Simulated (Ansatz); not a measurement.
Method: DFT PBE, scalar-relativistic, plane waves, PAW in Ansatz. All cells share a 420 eV cutoff and Γ-centred k meshes spaced at most about 0.3 Å⁻¹ (about 0.25 or finer for metals, 2π included). No spin polarisation in the final relaxations.

All energies are static (0 K, no zero-point motion).

Two relaxed structures of WS2:

A.

```xyz
3
Lattice="2.9631 0.0000 0.0000 0.0000 2.9631 0.0000 0.0000 0.0000 7.2413" Properties=species:S:1:pos:R:3 pbc="T T T"
W     0.0000    0.0000    0.0000
S     1.4816    1.4816    1.4518
S     1.4816    1.4816    5.7896
```

B.

```xyz
6
Lattice="3.1875 0.0000 0.0000 1.5933 2.7606 0.0000 0.5905 0.0551 15.2735" Properties=species:S:1:pos:R:3 pbc="T T T"
W     3.8893    1.1612    3.7975
W     1.4819    1.6546   11.4760
S     2.2957    0.2409    5.3688
S     3.0756    2.5748   13.0473
S     3.0756    2.5748    9.9048
S     2.2957    0.2410    2.2262
```

Question: Which is lower in energy, and by how much?

Answer: B is lower, by 0.47 eV/atom. A has space group P4/mmm (No. 123), 21.2 Å³/atom and no gap on its mesh; B has space group P-1 (No. 2), 22.4 Å³/atom and a gap of 1.84 eV. Counting S atoms around W (those within 1.25 times the shortest such distance or 1.15 times the sum of covalent radii), A has W 8 and B has W 6. In A, W has 8 S at 2.55 Å and 4 W at 2.96 Å; S is surrounded by 4 W at 2.55 Å and 5 S at 2.90–2.96 Å. In B, W has 6 S at 2.42 Å; around S on its first site lie 3 W at 2.42 Å; around S on its second site lie 3 W at 2.42 Å. Both come from invented guesses. The part of the Crystallography Open Database at hand lists WS2 in space groups No. 160, 194; no cell shown has one of them.

Weakly bound directions are ill-defined at this level, which has no dispersion term (P4/mmm, P-1), and this can change margins and order among such cells. Spin–orbit coupling, which can matter for W, is left out. Kohn–Sham gaps at this level usually fall short of measured ones. Cells relaxed within their symmetry can be saddle points. The P-1 cell of WS2 came from shaking the P4/mmm one.

The preference for B comes mainly from the coordination within the layers. Its S atoms sit in pairs directly above and below one another, giving W the trigonal prism known from WS2. For d² W(IV), this field lowers a mainly dz² band that two electrons fill, opening a gap to the other d states. In A, eightfold coordination stretches the W–S bonds from 2.42 to 2.55 Å and crowds the sulfide ions, while the d band probably stays partly filled, in keeping with the missing gap.

Both cells are stacks of S–W–S slabs with wide empty spaces between them, so interlayer attraction would probably not overturn a difference as large as 0.47 eV/atom. In B the slabs lie much further apart than in real bulk WS2, most likely because dispersion is missing. The gap of 1.84 eV is therefore closer to that of an isolated layer than to the smaller, indirect bulk gap. B's low symmetry reflects how the slabs are offset, and the result does not establish a preferred stacking.
